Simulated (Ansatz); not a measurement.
# TaN: response to strain

Aim: deform TaN (equal xy, yz and zx engineering shear strains of -3 %) and compute stress, forces and field gradients with LAPW, PAW and all-electron datasets made for the crystal.

Method: DFT PBEsol, scalar-relativistic, in Ansatz 0.2.0.

## Step 1: The system as given

The structure is cubic, space group Fm-3m (No. 225). Conventional cell: a = 4.358 Å, b = 4.358 Å, c = 4.358 Å, α = 90.00°, β = 90.00°, γ = 90.00°. Ta (site symmetry m-3m) is surrounded by 6 N at 2.18 Å. Around N (site symmetry m-3m) lie 6 Ta at 2.18 Å.

Coordinates:

```
CELL_PARAMETERS angstrom
0.00000 2.17900 2.17900
2.17900 0.00000 2.17900
2.17900 2.17900 0.00000
ATOMIC_POSITIONS crystal
Ta 0.50000 0.50000 0.50000
N 0.00000 0.00000 0.00000
```

Atoms are numbered in the order of the input: Ta1, N2.

## Step 2: The deformed structure

Space group Fm-3m before, R-3m after.

## Step 3: Full-potential LAPW

Input file input.yaml:

```yaml
crystal:
  lattice:
    - [-0.06537, 2.146315, 2.146315]
    - [2.146315, -0.06537, 2.146315]
    - [2.146315, 2.146315, -0.06537]
  atoms:
    - { symbol: Ta, position: [0.5, 0.5, 0.5] }
    - { symbol: "N", position: [0.0, 0.0, 0.0] }
kpoints:
  mp_grid: { grid: [9, 9, 9] }
  band_path:
    path:
      - [0.0, 0.0, 0.0]
      - [0.5, 0.5, 0.5]
      - [0.2579113083, 0.5, 0.7420886917]
      - [-0.2579113083, 0.2579113083, 0.5]
      - [0.0, 0.0, 0.5]
      - [0.0, 0.0, 0.0]
      - [-0.3789556542, 0.0, 0.3789556542]
      - [0.0, 0.3789556542, 0.6210443458]
      - [0.0, 0.5, 0.5]
    npoints: 5
scf:
  occupations: { method: fermi_dirac, width: 0.02 }
hamiltonian:
  xc: pbesol
  pseudopotentials: { kind: all_electron, lapw: { basis_error: 0.0005 } }
output:
  forces: true
  stress: true
  eigenvalues: true
```

Launch:

```sh
$ ansatz run input.yaml --threads 1 --pin off --max-ram 3072MiB --backend cpu --events-out ev --progress --plain --runs-dir out
```

Standard output, shortened:

```text
LAPW: plane waves up to 10.200 Å⁻¹, error target 5.0e-4 eV per atom; small_component_spin mean_spin; N in spheres of 0.923 Å, 7 of its electrons in bands, Dirac shells []; Ta in spheres of 1.257 Å, 43 of its electrons in bands, Dirac shells []
[...]
Pseudopotentials: kind: all_electron
Pseudopotential: Ta, LAPW, valence charge 43, Koelling and Harmon's equation, gaussian nucleus
Pseudopotential: N, LAPW, valence charge 7, Koelling and Harmon's equation, gaussian nucleus
Functional definition: PBEsol
[...]
Crystal: 2 atoms, lattice volume = 20.678 Å³
Basis set: ecut = 396.3902650647457 eV, 349 PW (Γ), exchange–correlation at level 2
Bands: 30, of which v1, the nominal top of the filled ones, is band 25 counted from 1 (24 counted from 0)
Symmetry: 12 space group operations
Space group: R-3m (ITA 166), of the structure as read, at distance tolerance 2.7e-5 Å
k-points: 85 of 729
[...]
SCF iter   1: F=—  HF=-425931.725952 eV  |F-HF|=—  |Δ(HF+E_count)|=         —  Δρ=1.26e-1  dr2=3.89e0  ethr=7.79e-3  ⟨swp⟩=2.0  Hψ=16216  notcnv=0
[...]
the basis was enlarged: its passes take 1.4 MiB over the memory plan, 1 of 1 planned eigensolver slots
[...]
SCF iter   7: F=-425930.053763 eV  HF=-425930.053763 eV  |F-HF|=1.60e-8  |Δ(HF+E_count)|=   1.29e-7  Δρ=9.22e-6  dr2=1.02e-8  ethr=1.60e-9  ⟨swp⟩=2.4  Hψ=7708  notcnv=0
[...]
NSCF: frozen V_eff on 41 k-points
SCF converged after 7 iterations
Free energy (F): -425930.053763 eV
[...]
E sigma→0 (E₀):  -425930.053284 eV
Entropy (-TS):   -0.000960 eV (-0.480 meV/atom)
Fermi energy:    27.454189 eV
[...]
--- Forces (eV/Å), atoms counted from 1 ---
  atom   1  Ta    -0.00000000    -0.00000000    -0.00000000
  atom   2  N      0.00000000    -0.00000000    -0.00000000
[...]
--- Stress (GPa, compression-positive) ---
        4.653425       2.210976       2.210976
        2.210976       4.653425       2.210976
        2.210976       2.210976       4.653425
  P = ⅓ Tr σ = 4.6534 GPa (46.534 kbar)
--- Band table (eV; the first three rows and the last of 85) ---
[...]
```

Run time: 28 s. Hardware: 1 thread of Arm Neoverse V1, shared host; peak memory 0.47 GiB.

In short: pressure 4.65 GPa; no gap.

## Step 4: PAW with frozen cores

Input file input.yaml:

```yaml
crystal:
  lattice:
    - [-0.06537, 2.146315, 2.146315]
    - [2.146315, -0.06537, 2.146315]
    - [2.146315, 2.146315, -0.06537]
  atoms:
    - { symbol: Ta, position: [0.5, 0.5, 0.5] }
    - { symbol: "N", position: [0.0, 0.0, 0.0] }
kpoints:
  mp_grid: { grid: [9, 9, 9] }
scf:
  occupations: { method: fermi_dirac, width: 0.02 }
hamiltonian:
  xc: pbesol
  pseudopotentials: { kind: paw }
output:
  forces: true
  stress: true
  eigenvalues: true
  efg: { contact_densities: true }
  write_density: true
  write_potential: true
  elf: true
  volumetric_format: npy
```

Launch:

```sh
$ ansatz run input.yaml --threads 1 --pin off --max-ram 3072MiB --backend cpu --events-out ev --progress --plain --runs-dir out
```

Standard output:

```text
Ta: output.efg is read without spin–orbit coupling, which moves field gradients at and beside such atoms by some per cent and up to a factor of two; PAW files take it under magnetization.noncollinear and magnetization.spin_orbit
Engine: ansatz 0.2.0
Pseudopotentials: kind: paw
Pseudopotential: Ta, paw, valence charge 13, recommended cutoff 420 eV (normal)
Pseudopotential: N, paw, valence charge 5, recommended cutoff 420 eV (normal)
[... 1 set-up line as earlier in the session ...]
  exchange = pbesol_x
  correlation = pbesol_c
Crystal: 2 atoms, lattice volume = 20.678 Å³
Basis set: ecut = 420 eV, 393 PW (Γ), exchange–correlation on 48×48×48 points (8 copies of the dense FFT grid, shifted against one another)
Bands: 13, of which v1, the nominal top of the filled ones, is band 9 counted from 1 (8 counted from 0)
[... 2 set-up lines as earlier in the session ...]
k-points: 85 of 729
Non-local potential: Ta, projectors of the file, l = 0: 3, l = 1: 2, l = 2: 2, l = 3: 1
Non-local potential: N, projectors of the file, l = 0: 2, l = 1: 2, l = 2: 1
PAW form: soft (Blöchl's): semilocal exchange-correlation on the pseudo side does not see the compensation charge
PAW frozen core: Ta, regenerated for the run's functional, and the local potential with it (the file was generated under x = pbe(κ = 0.804, μ = 0.2195149727645171), c = pbe(β = 0.06672455060314922))
PAW frozen core: N, regenerated for the run's functional, and the local potential with it (the file was generated under x = pbe(κ = 0.804, μ = 0.2195149727645171), c = pbe(β = 0.06672455060314922))
PAW one-centre angular grid: Ta, 590 points (default); XC on 64 Gauss nodes
PAW one-centre angular grid: N, 110 points (default); XC on 64 Gauss nodes
Initial density: superposition of atomic densities (neutral atoms: chi_scale 0, normalization atom), corrected by the library's trained network
Initial wavefunctions: pseudopotential atomic-orbital guess
Functional: x = pbesol(κ = 0.804, μ = 0.12345679012345678), c = pbesol(β = 0.046)
SCF iter   1: F=—  HF=-10187.058037 eV  |F-HF|=—  |Δ(HF+E_count)|=         —  Δρ=1.44e-2  dr2=4.33e-2  ethr=1.77e-3  ⟨swp⟩=6.1  Hψ=5728  notcnv=0
preconditioner: auto → none  [insulator: Δε(μ)=0.159 eV  Ē_g=11.246 eV  σ=0.020 eV  W_gap=0.82  n_scr=8 (ndim 8)  ℏωp=25.8 eV  f_vac=0.000  D(μ)=0.69/eV (n_scr^D=0)  ε∞_Penn≈6.3]
SCF iter   2: F=—  HF=-10187.048270 eV  |F-HF|=—  |Δ(HF+E_count)|=   9.77e-3  Δρ=3.70e-3  dr2=3.23e-3  ethr=2.40e-4  ⟨swp⟩=2.0  Hψ=2088  notcnv=0  defer=8
SCF iter   3: F=—  HF=-10187.047592 eV  |F-HF|=—  |Δ(HF+E_count)|=   6.79e-4  Δρ=6.83e-4  dr2=4.66e-5  ethr=1.80e-5  ⟨swp⟩=2.0  Hψ=1760  notcnv=0  defer=8
SCF iter   4: F=—  HF=-10187.047590 eV  |F-HF|=—  |Δ(HF+E_count)|=   1.84e-6  Δρ=9.20e-5  dr2=8.86e-7  ethr=2.59e-7  ⟨swp⟩=2.1  Hψ=1431  notcnv=0  defer=8
iter 5 did not close the SCF: its close was put off for the readings that it lacked (scf_convergence_deferred on its scf_iter line)
SCF iter   5: F=-10187.047590 eV  HF=-10187.047590 eV  |F-HF|=1.60e-9  |Δ(HF+E_count)|=   1.16e-7  Δρ=9.41e-6  dr2=5.40e-9  ethr=4.92e-9  ⟨swp⟩=2.5  Hψ=1585  notcnv=0  defer=8
SCF iter   6: F=-10187.047590 eV  HF=-10187.047590 eV  |F-HF|=7.09e-11  |Δ(HF+E_count)|=   2.25e-9  Δρ=8.75e-7  dr2=1.07e-10  ethr=3.00e-11  ⟨swp⟩=5.5  Hψ=5994  notcnv=0
SCF 1 converged in 6 iterations: F = -10187.047590 eV  dr2 = 1.07e-10
SCF converged after 6 iterations
Free energy (F): -10187.047590 eV
Harris-Foulkes:  -10187.047590 eV  (|F-HF|=7.09e-11)
Internal energy: -10187.046627 eV  (E = F + TS)
E sigma→0 (E₀):  -10187.047108 eV
Entropy (-TS):   -0.000963 eV (-0.481 meV/atom)
Fermi energy:    22.025581 eV
--- Per-component energies (eV) ---
  E_band       = -35.878081
  E_kinetic    = 502.621474
  E_local      = -565.715922  (includes V_loc(G=0)·N_el)
  E_nonlocal   = 63.187907
  E_hartree    = 191.087230
  E_xc         = -278.733141
  E_vxc        = -282.780519  (∫ρ·V_xc dr)
  E_paw        = -8395.764121  (= ΣΔE_a)
  E_vpaw       = -135.365817  (= ΣTr[D̂ρ^β])
  E_aug_tail   = 0.000246  (compensation charges beyond the density's cutoff)
  E_ewald      = -1703.972045
  E_core_change = 0.241745  (= ΣΔE_core)
  E_smearing   = -0.000963  (= −TS)
  E_closure    = -0.000000  (closes the sum)
  Σ components = -10187.047590   (vs F -10187.047590, Δ=0.00e0)
--- Forces (eV/Å), atoms counted from 1 ---
  atom   1  Ta    -0.00000000     0.00000000     0.00000000
  atom   2  N     -0.00000000    -0.00000000     0.00000000
  max |Σ_I F_I| component: 4.47e-30 eV/Å
--- Stress (GPa, compression-positive) ---
        4.702368       2.211815       2.211815
        2.211815       4.702368       2.211815
        2.211815       2.211815       4.702368
  P = ⅓ Tr σ = 4.7024 GPa (47.024 kbar)
--- PAW observables at the nuclei: V_zz in 10²¹ V/m², potentials from the cell's mean, atoms counted from 1 ---
  atom   1  Ta V_zz =    -0.081488   η = 0.0000   by run symmetry: allowed
            electrostatic potential = -14502.498000 V   contact ρ = 8144102.911191 e/Å³
  atom   2  N  V_zz =    -0.228336   η = 0.0000   by run symmetry: allowed
            electrostatic potential = -530.542733 V   contact ρ = 1403.578400 e/Å³
--- Band table (eV; the first three rows and the last of 85) ---
  k-point 0: bands = ["-47.1676", "-13.4371", "-13.4371", "-13.3444", "3.1759", "18.2416", "18.2416", "18.4916", "19.7273", "19.7273", "20.4581", "22.2749", "22.2749"]
  k-point 1: bands = ["-47.1604", "-13.5481", "-13.4445", "-13.3641", "3.4834", "16.8997", "17.2912", "17.5990", "20.2137", "20.3553", "20.8822", "23.3931", "23.3951"]
  k-point 2: bands = ["-47.1420", "-13.8348", "-13.4630", "-13.3971", "4.3040", "14.8305", "15.9225", "16.3017", "21.1770", "21.1890", "21.7893", "25.5762", "25.6344"]
  k-point 84: bands = ["-47.0874", "-14.3361", "-13.6244", "-13.5678", "6.2621", "11.9659", "14.2782", "14.4144", "23.5120", "24.1463", "24.2970", "27.2385", "29.8035"]
```

Run time: 3.8 s. Hardware: 1 thread of Arm Neoverse V1, shared host; peak memory 0.37 GiB.

This run gives: pressure 4.70 GPa; no gap; Vzz Ta1 -0.08 (η = 0.00), N2 -0.23 (η = 0.00) (10²¹ V/m²).

The fields are shown in the conventional cell of this run's space group, carried over from its grid by interpolation.

Density in a lattice plane of the grid's cell (edges 3.13 and 7.32 Å, at 0.000 of the third edge), which holds Ta and N.

Values in e/Å³, 12 rows by 6 columns:
```
1.63 0.87 0.40 0.44 0.40 0.87
0.27 0.27 0.50 0.98 0.50 0.27
0.17 0.21 0.40 0.58 0.40 0.21
0.31 0.29 0.43 0.61 0.43 0.29
3.39 1.68 0.40 0.37 0.40 1.68
3.05 3.90 0.56 0.24 0.56 3.90
3.39 1.68 0.40 0.37 0.40 1.68
0.31 0.29 0.43 0.61 0.43 0.29
0.17 0.21 0.40 0.58 0.40 0.21
0.27 0.27 0.50 0.98 0.50 0.27
1.63 0.87 0.40 0.44 0.40 0.87
3.50 2.15 0.45 0.26 0.45 2.15
```
Columns run along the first of these edges and rows up along the second, over one cell in 6 and 12 even steps from the bottom left corner. Atoms in the plane (fractional): Ta at (1.00, 0.50), N at (0.00, 0.00).

ELF in the same plane.

Ten even steps from '0' (0.00) to '9' (0.78):
```
7995222599
9962232269
5422353224
2221232122
2222222222
2234565432
3224787422
8732565237
6882232288
0494121494
6882232288
8732565237
3224787422
2234565432
2222222222
2221232122
5422353224
9962232269
7995222599
0597323795
```
Columns run along the first of these edges and rows up along the second, over one cell in 10 and 20 even steps from the bottom left corner. Atoms in the plane (fractional): Ta at (1.00, 0.50), N at (0.00, 0.00).

Both are smooth fields of the valence electrons: close to the nuclei they are not physical.

The highest ELF values outside the cores: 0.80 in the shell around N, 0.6 Å from N.

## Step 5: All-electron PAW on datasets made for the crystal

input.yaml: that of step 4 with these lines changed.

```diff
@@ -14,3 +14,3 @@
   xc: pbesol
-  pseudopotentials: { kind: paw }
+  pseudopotentials: { kind: all_electron, datasets: crystal }
 output:
@@ -20,5 +20 @@
   efg: { contact_densities: true }
-  write_density: true
-  write_potential: true
-  elf: true
-  volumetric_format: npy
```

Launch:

```sh
$ ansatz run input.yaml --threads 1 --pin off --max-ram 3072MiB --backend cpu --events-out ev --progress --plain --runs-dir out
```

Standard output, shortened:

```text
[...]
band count auto-derived: 22 (N_el = 32.0; filled up to band 16; 20 by the electrons, moments and atoms)
Ta: output.efg is read without spin–orbit coupling, which moves field gradients at and beside such atoms by some per cent and up to a factor of two; PAW files take it under magnetization.noncollinear and magnetization.spin_orbit
[...]
[... 1 set-up line as earlier in the session ...]
Pseudopotential: Ta, paw, valence charge 27, recommended cutoff 480 eV (normal), Koelling and Harmon's equation, gaussian nucleus
Pseudopotential: N, paw, valence charge 5, recommended cutoff 480 eV (normal), Koelling and Harmon's equation, gaussian nucleus
[... 1 set-up line as earlier in the session ...]
[...]
Crystal: 2 atoms, lattice volume = 20.678 Å³
Basis set: ecut = 480 eV, 513 PW (Γ), exchange–correlation on 48×48×48 points (8 copies of the dense FFT grid, shifted against one another)
[...]
  atom   1  Ta     0.00000000     0.00000000    -0.00000000
  atom   2  N      0.00000000    -0.00000000    -0.00000000
[...]
--- Stress (GPa, compression-positive) ---
        4.653755       2.210992       2.210992
        2.210992       4.653755       2.210992
        2.210992       2.210992       4.653755
  P = ⅓ Tr σ = 4.6538 GPa (46.538 kbar)
--- PAW observables at the nuclei: V_zz in 10²¹ V/m², potentials from the cell's mean, atoms counted from 1 ---
  atom   1  Ta V_zz =    -0.206613   η = 0.0000   by run symmetry: allowed
            electrostatic potential = -14499.507639 V   contact ρ = 8140121.913110 e/Å³
  atom   2  N  V_zz =    -0.229275   η = 0.0000   by run symmetry: allowed
            electrostatic potential = -529.754562 V   contact ρ = 1403.833161 e/Å³
--- Band table (eV; the first three rows and the last of 85) ---
  k-point 0: bands = ["-41.7552", "-8.0241", "-8.0241", "-7.9327", "6.4785", "6.4785", "6.4804", "6.5216", "6.5538", "6.5632", "6.5632", "8.6035", "23.6843", "23.6843", "23.9323", "25.1535", "25.1535", "25.8836", "27.6957", "27.6957"]
[...]
```

Wall time 15 s (1 thread of Arm Neoverse V1, shared host); peak memory 0.59 GiB.

Result: pressure 4.65 GPa; no gap; Vzz Ta1 -0.21 (η = 0.00), N2 -0.23 (η = 0.00) (10²¹ V/m²).

## Step 6: Stress and forces compared

Stress (GPa, compression positive):

| method | xx | yy | zz | yz | xz | xy |
| --- | --- | --- | --- | --- | --- | --- |
| LAPW | 4.65 | 4.65 | 4.65 | 2.21 | 2.21 | 2.21 |
| PAW | 4.70 | 4.70 | 4.70 | 2.21 | 2.21 | 2.21 |
| crystal datasets | 4.65 | 4.65 | 4.65 | 2.21 | 2.21 | 2.21 |

| method | pressure (GPa) | Vzz Ta1 (10²¹ V/m²) | Vzz N2 (10²¹ V/m²) | SCF cycles, all passes |
| --- | --- | --- | --- | --- |
| LAPW | 4.65 | – | – | 7 |
| PAW | 4.70 | -0.08 | -0.23 | 6 |
| crystal datasets | 4.65 | -0.21 | -0.23 | 9 |

## Step 7: Outcome

| quantity | value |
| --- | --- |
| pressure | LAPW 4.65, PAW 4.70, crystal datasets 4.65 GPa |
| largest shear or deviatoric stress (LAPW) | 2.21 GPa |

What this shows: The largest part of the stress beyond the pressure is 2.21 GPa in size; the atoms are carried along and not relaxed. No run of the undeformed cell stands beside it, so the pressure holds what the given cell had before the change. PAW: stress within 0.05 GPa of LAPW. Crystal datasets: stress within 0.01 GPa of LAPW. Spin-orbit coupling is left out, though the cell holds Ta; in elements this heavy it can shift bands and gaps by tenths of an eV.
